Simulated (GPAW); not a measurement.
# CdO (Monteponite) (Fm-3m) in GPAW: a series of runs

The runs below take CdO (Monteponite) through band structure, with r4SCAN, LDA.

Everything below comes from runs of GPAW 26.7.0. Logs are shortened: lines on timing, memory, paths and dates and some standing lists are left out, and cuts for length are marked. The log counts tension as positive stress, the text compression.

### 1 The crystal as given

Symmetry: Fm-3m, No. 225, cubic system. The conventional cell has a = 4.699 Å, b = 4.699 Å, c = 4.699 Å, α = 90.00°, β = 90.00°, γ = 90.00°. Cd (site symmetry m-3m) is surrounded by 6 O at 2.35 Å. O (site symmetry m-3m) has 6 Cd at 2.35 Å as nearest neighbours.

### 2 Band structure, r4SCAN, spin-orbit coupling, no magnetisation

Contents of run.py:

```python
import numpy as np
from ase import Atoms
from ase.dft.bandgap import bandgap
from ase.io import write
from ase.units import GPa
from gpaw import GPAW, PW
from gpaw.spinorbit import soc_eigenstates

atoms = Atoms(['Cd', 'O'],
              cell=[[0.0, 2.3495, 2.3495],
                    [2.3495, 0.0, 2.3495],
                    [2.3495, 2.3495, 0.0]],
              scaled_positions=[[0.0, 0.0, 0.0],
                                [0.5, 0.5, 0.5]],
              pbc=True)

calc = GPAW(mode=PW(800),
            xc='MGGA_X_R4SCAN+MGGA_C_R2SCAN',
            kpts={'size': (8, 8, 8), 'gamma': True},
            occupations={'name': 'fermi-dirac', 'width': 0.05},
            nbands=18,
            convergence={'density': 1e-05, 'energy': 1e-05},
            maxiter=150,
            txt='gpaw.txt')
atoms.calc = calc
energy = atoms.get_potential_energy()
forces = atoms.get_forces()
stress = atoms.get_stress()
calc.write('gs.gpw')
write('result.traj', atoms)
print(f'Energy: {energy:.6f} eV')
print('Forces (eV/A):')
print(forces.round(4))
print('Stress (GPa):', (stress / GPa).round(3))
print('Fermi level:', round(calc.get_fermi_level(), 4), 'eV')
print(f'Gap: {bandgap(calc)[0]:.4f} eV, direct: {bandgap(calc, direct=True)[0]:.4f} eV')

path = atoms.cell.bandpath('GXWKGLUWLK,UX', npoints=80, eps=1e-4)
bs_calc = calc.fixed_density(kpts=path, symmetry='off', nbands=27,
                             convergence={'bands': 'CBM+6.0', 'eigenstates': 1e-6}, txt='bands.txt')
bs = bs_calc.band_structure()
bs.write('bs.json')
print(f'Gap on the path: {bandgap(bs_calc)[0]:.4f} eV')

soc = soc_eigenstates(bs_calc, theta=0, phi=0, ignore_xc_potential=True)
np.savetxt('soc_bands.dat', soc.eigenvalues(), fmt='%.4f')
mesh = soc_eigenstates('gs.gpw', theta=0, phi=0, ignore_xc_potential=True)
np.savetxt('soc_mesh.dat', mesh.eigenvalues(), fmt='%.4f')
print('Fermi level with spin-orbit coupling:', round(mesh.fermi_level, 4), 'eV')
```

Potentials or basis: GPAW PAW data sets (gpaw-data 1.2.1), pw.

The run is started by

```sh
> OMP_NUM_THREADS=1 python run.py
```

gpaw.txt:

```text
__  _  _
 | _ |_)|_||  |
 |__||  | ||/\| - 26.7.0

Input parameters:
  mode=PW(ecut=800.0),
  convergence={'density': 1e-05, 'energy': 1e-05},
  kpts=MonkhorstPack(size=(8, 8, 8), gamma=True),
  maxiter=150,
  nbands=18,
  occupations=Occupations(name='fermi-dirac', width=0.05),
  xc=XC(name='MGGA_X_R4SCAN+MGGA_C_R2SCAN')

Diagonalizing LCAO Hamiltonian
Converting LCAO to pw mode

               O

       Cd

Atoms  # Å, Bohr magnetons
|   | symbol |        x |        y |        z |    initial magnetic moments |
|---|--------|----------|----------|----------|-----------------------------|
| 0 |     Cd | 0.000000 | 0.000000 | 0.000000 | ( 0.0000,  0.0000,  0.0000) |
| 1 |      O | 2.349500 | 2.349500 | 2.349500 | ( 0.0000,  0.0000,  0.0000) |

Unit cell  # Å
| periodic |        x |        y |        z |  lengths |    angles |
|----------|----------|----------|----------|----------|-----------|
|      yes | 0.000000 | 2.349500 | 2.349500 | 3.322695 | 60.000000 |
|      yes | 2.349500 | 0.000000 | 2.349500 | 3.322695 | 60.000000 |
|      yes | 2.349500 | 2.349500 | 0.000000 | 3.322695 | 60.000000 |

Number of symmetries: 48
Symmetry operations  # r_c * U_cc + t_c -> r_c
|    | kind |            matrix            |
|----|------|------------------------------|
|  0 |  σ   |  1, 0, 0,  1, 0,-1,  1,-1, 0 |
|  1 |  C2  |  1, 0, 0,  1,-1, 0,  1, 0,-1 |
|  2 |  E   |  1, 0, 0,  0, 1, 0,  0, 0, 1 |
|  3 |  σ   |  1, 0, 0,  0, 0, 1,  0, 1, 0 |
|  4 |  C4  |  1, 0,-1,  1, 0, 0,  1,-1, 0 |
|  5 |  S6  |  1, 0,-1,  1,-1, 0,  1, 0, 0 |
|  6 |  σ   |  1, 0,-1,  0, 1,-1,  0, 0,-1 |
|  7 |  C3  |  1, 0,-1,  0, 0,-1,  0, 1,-1 |
|  8 |  S6  |  1,-1, 0,  1, 0, 0,  1, 0,-1 |
|  9 |  C4  |  1,-1, 0,  1, 0,-1,  1, 0, 0 |
| 10 |  C3  |  1,-1, 0,  0,-1, 1,  0,-1, 0 |
| 11 |  σ   |  1,-1, 0,  0,-1, 0,  0,-1, 1 |
| 12 |  σ   |  0, 1, 0,  1, 0, 0,  0, 0, 1 |
| 13 |  C4  |  0, 1, 0,  0, 1,-1, -1, 1, 0 |
| 14 |  C3  |  0, 1, 0,  0, 0, 1,  1, 0, 0 |
| 15 |  S6  |  0, 1, 0, -1, 1, 0,  0, 1,-1 |
| 16 |  C2  |  0, 1,-1,  1, 0,-1,  0, 0,-1 |
| 17 |  σ   |  0, 1,-1,  0, 1, 0, -1, 1, 0 |
| 18 |  S4  |  0, 1,-1,  0, 0,-1,  1, 0,-1 |
| 19 |  C4  |  0, 1,-1, -1, 1, 0,  0, 1, 0 |
| 20 |  C3  |  0, 0, 1,  1, 0, 0,  0, 1, 0 |
| 21 |  σ   |  0, 0, 1,  0, 1, 0,  1, 0, 0 |
| 22 |  S6  |  0, 0, 1,  0,-1, 1, -1, 0, 1 |
| 23 |  C4  |  0, 0, 1, -1, 0, 1,  0,-1, 1 |
| 24 |  S4  |  0, 0,-1,  1, 0,-1,  0, 1,-1 |
| 25 |  C3  |  0, 0,-1,  0, 1,-1,  1, 0,-1 |
| 26 |  C2  |  0, 0,-1,  0,-1, 0, -1, 0, 0 |
| 27 |  S6  |  0, 0,-1, -1, 0, 0,  0,-1, 0 |
| 28 |  S4  |  0,-1, 1,  1,-1, 0,  0,-1, 0 |
| 29 |  C4  |  0,-1, 1,  0, 0, 1, -1, 0, 1 |
| 30 |  C2  |  0,-1, 1,  0,-1, 0,  1,-1, 0 |
| 31 |  σ   |  0,-1, 1, -1, 0, 1,  0, 0, 1 |
| 32 |  C3  |  0,-1, 0,  1,-1, 0,  0,-1, 1 |
| 33 |  S6  |  0,-1, 0,  0, 0,-1, -1, 0, 0 |
| 34 |  S4  |  0,-1, 0,  0,-1, 1,  1,-1, 0 |
| 35 |  C2  |  0,-1, 0, -1, 0, 0,  0, 0,-1 |
| 36 |  C2  | -1, 1, 0,  0, 1, 0,  0, 1,-1 |
| 37 |  S6  | -1, 1, 0,  0, 1,-1,  0, 1, 0 |
| 38 |  S4  | -1, 1, 0, -1, 0, 1, -1, 0, 0 |
| 39 |  C3  | -1, 1, 0, -1, 0, 0, -1, 0, 1 |
| 40 |  S6  | -1, 0, 1,  0, 0, 1,  0,-1, 1 |
| 41 |  C2  | -1, 0, 1,  0,-1, 1,  0, 0, 1 |
| 42 |  C3  | -1, 0, 1, -1, 1, 0, -1, 0, 0 |
| 43 |  S4  | -1, 0, 1, -1, 0, 0, -1, 1, 0 |
| 44 |  C2  | -1, 0, 0,  0, 0,-1,  0,-1, 0 |
| 45 |  i   | -1, 0, 0,  0,-1, 0,  0, 0,-1 |
| 46 |  σ   | -1, 0, 0, -1, 1, 0, -1, 0, 1 |
| 47 |  C2  | -1, 0, 0, -1, 0, 1, -1, 1, 0 |

BZ-sampling:
  Number of BZ points: 512
  Number of IBZ points: 29

  Monkhorst-Pack size: [8, 8, 8]
  Monkhorst-Pack shift: [0.0625, 0.0625, 0.0625]

K-points  # in reciprocal-cell coordinates
|     |                                coordinates |     weight |
|-----|--------------------------------------------|------------|
|   0 | (  0.00000000,   0.00000000,   0.00000000) | 0.00195312 |
|   1 | (  0.12500000,   0.12500000,   0.00000000) | 0.01171875 |
|   2 | (  0.12500000,   0.12500000,   0.12500000) | 0.01562500 |
|   3 | (  0.25000000,   0.12500000,   0.12500000) | 0.02343750 |
|   4 | (  0.25000000,   0.25000000,   0.00000000) | 0.01171875 |
|   5 | (  0.25000000,   0.25000000,   0.12500000) | 0.04687500 |
|   6 | (  0.25000000,   0.25000000,   0.25000000) | 0.01562500 |
|   7 | (  0.37500000,   0.25000000,  -0.37500000) | 0.04687500 |
|   8 | (  0.37500000,   0.25000000,   0.12500000) | 0.04687500 |
|   9 | (  0.37500000,   0.25000000,   0.25000000) | 0.04687500 |
| ... |                                            |            |
|  28 | (  0.50000000,   0.50000000,   0.50000000) | 0.00781250 |

Plane wave coefficients: 1363
Cutoff: 800.0 eV

Spin-components: 1 (collinear spins)
Bands:           18
Projectors:      11
Spin-degeneracy: 2
Datatype:        complex128

Parallelization:
  kpt:    1
  domain: 1
  band:   1

Density:
  Valence electrons: 18.0
  Components: 1
  Grid points: [24 24 24]
  Charge: 0.0  # |e|

Potential:
  Grid points: [24 24 24]

species:
  Cd:
    name:    Cadmium
    Z:       48.0
    valence: 12
    core:    36
    charge:  0.0  # [|e|]
    compensation charges:
      type: gauss
      rc: 0.38  # [Å]
      lmax: 2
    cutoffs:
      filter: 2.12  # [Å]
      core: 2.62  # [Å]
    projectors
    | kind |    occ | energy [eV] | rcut [Å] |
    |------|--------|-------------|----------|
    |   5s |  2.000 |      -5.655 |    1.191 |
    |   5p |  0.000 |      -1.186 |    1.228 |
    |   4d | 10.000 |     -11.739 |    1.164 |
    |    s |        |      21.556 |    1.191 |
    |    p |        |      26.026 |    1.228 |
    |    d |        |      15.473 |    1.164 |

    Using partial waves for Cd as LCAO basis

  O:
    name:    Oxygen
    Z:       8.0
    valence: 6
    core:    2
    charge:  0.0  # [|e|]
    compensation charges:
      type: gauss
      rc: 0.21  # [Å]
      lmax: 2
    cutoffs:
      filter: 1.17  # [Å]
      core: 0.83  # [Å]
    projectors
    | kind |    occ | energy [eV] | rcut [Å] |
    |------|--------|-------------|----------|
    |   2s |  2.000 |     -23.961 |    0.688 |
    |   2p |  4.000 |      -9.029 |    0.598 |
    |    s |        |       3.251 |    0.688 |
    |    p |        |      18.182 |    0.598 |
    |    d |        |       0.000 |    0.619 |

    Using partial waves for O as LCAO basis

Reference energy: -154213.970638  # eV

eigensolver:
  PPCG
  Converge bands: occupied
  niter=2

density mixing:
  MSR1-Mixer
  Pratt-step length: 0.05
  Maximum mixing coefficient: 0.75
  Old densities: 10
  SVD Regularization: 0.005
  Good broyden scale: 1.0
  Trust region scale: 1.0
  Backstep threshold: 4.0
  History deletion threshold: 6.0
  Fourier metric: weight=20.0, sigma=0.015

occupation numbers:
  Fermi-Dirac:
    width: 0.0500  # eV

poisson solver:
  ecut: 6400.0  # eV

xc functional:
  name: MGGA_X_R4SCAN+MGGA_C_R2SCAN with 2 nearest neighbor stencil

convergence criteria:
- Maximum integral of absolute [dens]ity change: 1e-05 electrons / valence electron
- Maximum [total energy] change in last 3 cyles: 1e-05 eV / valence electron
- Maximum integral of absolute [eigenst]ate change: 4e-08 eV^2 / valence electron
maximum number of iterations: 150

SCF iterations
|iter     | |      energy | eigst |  dens |
|---------|-|-------------|-------|-------|
|iter:   1| |  -35.089179 | -0.39 |       |
|iter:   2| |  -31.079418 | -1.39 | -0.97 |
|iter:   3| |  -30.685819 | -1.01 | -0.98 |
|iter:   4| |  -30.098779 | -1.73 | -1.14 |
|iter:   5| |  -30.092685 | -2.92 | -1.69 |
|iter:   6| |  -30.095452 | -3.49 | -2.00 |
|iter:   7| |  -30.095589 | -4.97 | -3.10 |
|iter:   8| |  -30.095613c| -5.90 | -3.36 |
|iter:   9| |  -30.095614c| -7.56c| -4.43 |
|iter:  10| |  -30.095614c| -8.64c| -5.10c|

Converged in 10 steps
Energy contributions relative to reference atoms: (reference = -154213.970638)

Energy contributions:
  Kinetic:          35.435585
  Coulomb:         -31.084925
  Zero:              0.103104
  External:          0.000000
  Xc:              -34.548920
  Entropy:          -0.000918
  Spinorbit:         0.000000
  ----------------------------
  Free energy:     -30.096074
  Extrapolated:    -30.095614

dipole moment: (-15.192984, -15.192984, -15.192984)  # |e|*Ang

Fermi level: 6.178
Eigenvalues  # (at kpt = [0.000, 0.000, 0.000])
| band index |      eig [eV] | occ [0-2] |
|------------|---------------|-----------|
|          0 |       -12.253 |     2.000 |
|        ... |               |           |
|          2 |        -0.796 |     2.000 |
|          3 |        -0.796 |     2.000 |
|          4 |        -0.501 |     2.000 |
|          5 |        -0.501 |     2.000 |
|          6 |         4.595 |     2.000 |
|          7 |         4.596 |     2.000 |
|          8 |         4.596 |     2.000 |
|          9 |         6.050 |     1.856 |
|         10 |        21.354 |     0.000 |
|         11 |        23.823 |     0.000 |
|         12 |        23.823 |     0.000 |
|         13 |        23.823 |     0.000 |
|         14 |        25.161 |     0.000 |
|         15 |        25.162 |     0.000 |
|         16 |        25.162 |     0.000 |
|         17 |        30.299 |     0.000 |

No gap
No difference between direct/indirect transitions

Forces  # eV/Ang
|       x |        y |        z |
|---------|----------|----------|
| 0.00000 | -0.00000 | -0.00000 |  # Cd   0
| 0.00000 |  0.00000 | -0.00000 |  # O    1

Stress tensor  # eV/Ang^3
|         x |         y |         z |
|-----------|-----------|-----------|
|  0.002511 |  0.000000 | -0.000000 |
|  0.000000 |  0.002511 | -0.000000 |
| -0.000000 | -0.000000 |  0.002511 |

# Writing to gs.gpw (mode='')
```

It took 1.9 min on 1 thread of Arm Neoverse V2, shared host; peak memory 0.39 GiB.

What came out:

```yaml
Free_energy: -30.0961 eV
Pressure: -0.4 GPa
Band_gap_along_the_path: none (metal or under the smearing width)
```

Levels at the corners of the path, in eV from the Fermi level:
| point | band 15 | band 16 | band 17 | band 18 | band 19 | band 20 |
| --- | --- | --- | --- | --- | --- | --- |
| Γ | -1.57 | -1.57 | -1.57 | -1.57 | -0.13 | -0.13 |
| X | -2.59 | -2.59 | -2.51 | -2.51 | 4.31 | 4.31 |
| W | -3.19 | -3.19 | -2.00 | -2.00 | 6.44 | 6.44 |
| K | -3.05 | -3.05 | -1.45 | -1.45 | 5.87 | 5.87 |
| Γ | -1.57 | -1.57 | -1.57 | -1.57 | -0.13 | -0.13 |
| L | -0.17 | -0.17 | -0.13 | -0.13 | 4.83 | 4.83 |
| U | -3.05 | -3.05 | -1.45 | -1.45 | 5.87 | 5.87 |
| W | -3.19 | -3.19 | -2.00 | -2.00 | 6.44 | 6.44 |
| L | -0.17 | -0.17 | -0.13 | -0.13 | 4.83 | 4.83 |
| K | -3.05 | -3.05 | -1.45 | -1.45 | 5.87 | 5.87 |
| U | -3.05 | -3.05 | -1.45 | -1.45 | 5.87 | 5.87 |
| X | -2.59 | -2.59 | -2.51 | -2.51 | 4.31 | 4.31 |

Caveat: spin-orbit coupling was added after a scalar SCF, so levels and gaps hold it while energy, forces, pressure and moments don't; this program's spin-orbit splittings come out too wide for heavy elements; the PAW data sets were made with another functional, which shifts forces and pressure a little; this crystal is a semiconductor, whose small gap the functional closes, so the metal is an error of the method.

### 3 Band structure, LDA

Contents of run.py:

```python
from ase import Atoms
from ase.dft.bandgap import bandgap
from ase.io import write
from ase.units import GPa
from gpaw import GPAW, PW, setup_paths

setup_paths.insert(0, '.')

atoms = Atoms(['Cd', 'O'],
              cell=[[0.0, 2.3495, 2.3495],
                    [2.3495, 0.0, 2.3495],
                    [2.3495, 2.3495, 0.0]],
              scaled_positions=[[0.0, 0.0, 0.0],
                                [0.5, 0.5, 0.5]],
              pbc=True)

calc = GPAW(mode=PW(800),
            xc='LDA',
            kpts={'size': (8, 8, 8), 'gamma': True},
            occupations={'name': 'fermi-dirac', 'width': 0.05},
            setups={'Cd': 'jth', 'O': 'jth'},
            nbands=-9,
            convergence={'density': 1e-05, 'energy': 1e-05},
            maxiter=150,
            txt='gpaw.txt')
atoms.calc = calc
energy = atoms.get_potential_energy()
forces = atoms.get_forces()
stress = atoms.get_stress()
calc.write('gs.gpw')
write('result.traj', atoms)
print(f'Energy: {energy:.6f} eV')
print('Forces (eV/A):')
print(forces.round(4))
print('Stress (GPa):', (stress / GPa).round(3))
print('Fermi level:', round(calc.get_fermi_level(), 4), 'eV')
print(f'Gap: {bandgap(calc)[0]:.4f} eV, direct: {bandgap(calc, direct=True)[0]:.4f} eV')

path = atoms.cell.bandpath('GXWKGLUWLK,UX', npoints=60, eps=1e-4)
bs_calc = calc.fixed_density(kpts=path, symmetry='off', nbands=-17,
                             convergence={'bands': 'CBM+6.0', 'eigenstates': 1e-6}, txt='bands.txt')
bs = bs_calc.band_structure()
bs.write('bs.json')
print(f'Gap on the path: {bandgap(bs_calc)[0]:.4f} eV')
```

Potentials or basis: JTH PAW 2.0, LDA, pw.

The run is started by

```sh
> OMP_NUM_THREADS=1 python run.py
```

Run time: 31 s. Hardware: 1 thread of Arm Neoverse V2, shared host; peak memory 0.23 GiB.

Results (log left out):

* Free energy: -8.6506 eV
* Pressure: -6.7 GPa
* Band gap along the path: none (metal or under the smearing width)

Levels at the corners of the path, in eV from the Fermi level:
```tsv
point	band 6	band 7	band 8	band 9	band 10
Γ	-6.46	-1.57	-1.57	-1.57	-0.69
X	-5.71	-4.59	-2.55	-2.55	3.45
W	-5.83	-3.21	-3.21	-2.08	5.60
K	-6.03	-3.61	-3.10	-1.45	5.02
Γ	-6.46	-1.57	-1.57	-1.57	-0.69
L	-6.18	-3.99	-0.14	-0.14	4.10
U	-6.03	-3.61	-3.10	-1.45	5.02
W	-5.83	-3.21	-3.21	-2.08	5.60
L	-6.18	-3.99	-0.14	-0.14	4.10
K	-6.03	-3.61	-3.10	-1.45	5.02
U	-6.03	-3.61	-3.10	-1.45	5.02
X	-5.71	-4.59	-2.55	-2.55	3.45
```

Caveat: the program truncates these outside data sets; this crystal is a semiconductor, whose small gap the functional closes, so the metal is an error of the method.
